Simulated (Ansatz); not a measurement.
## Ansatz 0.2.0, relaxation: Co

Input:

```yaml
crystal:
  lattice:
    - [0.0, 1.793967, 1.793967]
    - [1.793967, 0.0, 1.793967]
    - [1.793967, 1.793967, 0.0]
  atoms:
    - { symbol: Co, position: [0.0, 0.0, 0.0] }
  symmetry: { tolerance: 0.0003 }
kpoints:
  mp_grid: { grid: [8, 8, 8], shift: [0, 0, 0] }
magnetization:
  spin_polarized: false
scf:
  occupations: { method: tetrahedron }
hamiltonian:
  pseudopotentials: { kind: paw }
  xc: lda
basis:
  ecutwfc: 500
output:
  forces: true
  stress: true
  eigenvalues: true
relax:
  max_steps: 40
  cell: {}
```

Run with:

```bash
ansatz run input.yaml --threads 1 --pin off --max-ram 2560MiB --backend cpu --events-out ev --progress --plain --runs-dir out
```

Origin of the cell: a database entry, scaled a little.

Output (shortened):

```
SCF iter   1: F=—  HF=-5062.384462 eV  Δρ=2.41e-2  dr2=2.77e-2
SCF iter   2: F=—  HF=-5062.389285 eV  Δρ=2.63e-2  dr2=4.72e-2  defer=3
SCF iter   3: F=—  HF=-5062.379620 eV  Δρ=4.65e-3  dr2=8.39e-4  defer=3
SCF iter   4: F=—  HF=-5062.379513 eV  Δρ=1.23e-3  dr2=7.79e-5  defer=3
SCF iter   5: F=—  HF=-5062.379502 eV  Δρ=2.64e-4  dr2=3.06e-6  defer=3
SCF iter   6: F=—  HF=-5062.379502 eV  Δρ=3.76e-5  dr2=3.42e-8  defer=3
SCF iter   7: F=—  HF=-5062.379517 eV  Δρ=2.12e-6  dr2=1.53e-10  defer=3
SCF iter   8: F=-5062.379517 eV  HF=-5062.379517 eV  Δρ=4.47e-7  dr2=4.55e-12
relax step   1: F+E_penalty+E_count = -5062.379517 eV  Δ(F+E_penalty+E_count) = +0.000e0 eV  max|allowed force component| = 0.000e0 eV/Å  Δτ_max = 0.0000 Å  P = -37.550 GPa  Ω = 11.547 Å³  (8 SCF iters, accepted)
relax step   2: F+E_penalty+E_count = -5062.615320 eV  Δ(F+E_penalty+E_count) = -2.358e-1 eV  max|allowed force component| = 0.000e0 eV/Å  Δτ_max = 0.0000 Å  P = -17.461 GPa  Ω = 10.242 Å³  e […]
relax step   3: F+E_penalty+E_count = -5062.644808 eV  Δ(F+E_penalty+E_count) = -2.949e-2 eV  max|allowed force component| = 0.000e0 eV/Å  Δτ_max = 0.0000 Å  P = +9.756 GPa  Ω = 9.327 Å³  ene […]
relax step   4: F+E_penalty+E_count = -5062.652751 eV  Δ(F+E_penalty+E_count) = -7.943e-3 eV  max|allowed force component| = 0.000e0 eV/Å  Δτ_max = 0.0000 Å  P = -0.401 GPa  Ω = 9.614 Å³  ene […]
relax step   5: F+E_penalty+E_count = -5062.652773 eV  Δ(F+E_penalty+E_count) = -2.217e-5 eV  max|allowed force component| = 0.000e0 eV/Å  Δτ_max = 0.0000 Å  P = -0.004 GPa  Ω = 9.601 Å³  ene […]
relax step   6: F+E_penalty+E_count = -5062.652406 eV  Δ(F+E_penalty+E_count) = +3.667e-4 eV  max|allowed force component| = 0.000e0 eV/Å  Δτ_max = 0.0000 Å  P = +0.035 GPa  Ω = 9.601 Å³  stress off target by 3.47e-2 GPa […]
SCF 6 converged in 6 iterations: F = -5062.652406 eV  dr2 = 1.90e-12
basis re-selected at this cell: Δ(F+E_penalty+E_count) = +3.667e-4 eV, ΔP = +0.038 GPa vs the last step (what re-selecting the basis moved, of the pressure what is left beyond the Pulay corre […]
SCF converged after 6 iterations
Stability not checked: this state was not tested for a lower state beside it, because cold or Methfessel-Paxton smearing, or corrected tetrahedra, fill the levels in a way that the test cannot read (fill_not_monotonic; […]
Free energy (F): -5062.652406 eV
Harris-Foulkes:  -5062.652406 eV  (|F-HF|=9.09e-13)
Internal energy: -5062.649833 eV  (E = F + TS)
E sigma→0 (E₀):  -5062.652406 eV
Entropy (-TS):   -0.002574 eV (-2.574 meV/atom)
Fermi energy:    21.185566 eV
--- Per-component energies (eV) ---
  E_band       = -201.935320
  E_kinetic    = 458.267066
  E_local      = -2657.980685  (includes V_loc(G=0)·N_el)
  E_nonlocal   = 457.503052
  E_hartree    = 1117.464030
  E_xc         = -159.212909
  E_vxc        = -206.712436  (∫ρ·V_xc dr)
  E_paw        = -1451.529779  (= ΣΔE_a)
  E_vpaw       = -487.940302  (= ΣTr[D̂ρ^β])
  E_aug_tail   = 0.000019  (compensation charges beyond the density's cutoff)
  E_ewald      = -2827.578877
  E_core_change = 0.418251  (= ΣΔE_core)
  E_smearing   = -0.002574  (= −TS)
  Σ components = -5062.652406   (vs F -5062.652406, Δ=0.00e0)
--- Forces (eV/Å), atoms counted from 1 ---
  atom   1  Co    -0.000000     0.000000     0.000000
  max |Σ_I F_I| component: 0.0 eV/Å
--- Stress (GPa, compression-positive) ---
        0.034688      -0.000000      -0.000000
       -0.000000       0.034688      -0.000000
       -0.000000      -0.000000       0.034688
  P = ⅓ Tr σ = 0.0347 GPa (0.347 kbar)
--- Relaxed structure (5 steps of the walk, 5 accepted, 1 SCFs on fresh bases) ---
  F+E_penalty+E_count = -5062.652406 eV   max|allowed force component| = 0.000e0 eV/Å   (the final SCF, on the basis selected at the relaxed cell)
  cell:  # Å, volume = 9.6014 Å³
    - [0.0, 1.686946, 1.686946]
    - [1.686946, 0.0, 1.686946]
    - [1.686946, 1.686946, 0.0]
  atoms:
    - { symbol: Co, position: [0.0, 0.0, 0.0] }
```

Caveats: forces and stress under tetrahedra may miss the slope of the energy; no spin polarisation, so a magnetic state may lie lower; the k mesh is coarse if the cell is a metal; the relaxation held the start's symmetry, so the end may be a saddle point.

Time: 3.5 s of wall time on 1 CPU thread(s) of a shared host, from the program's own first density.
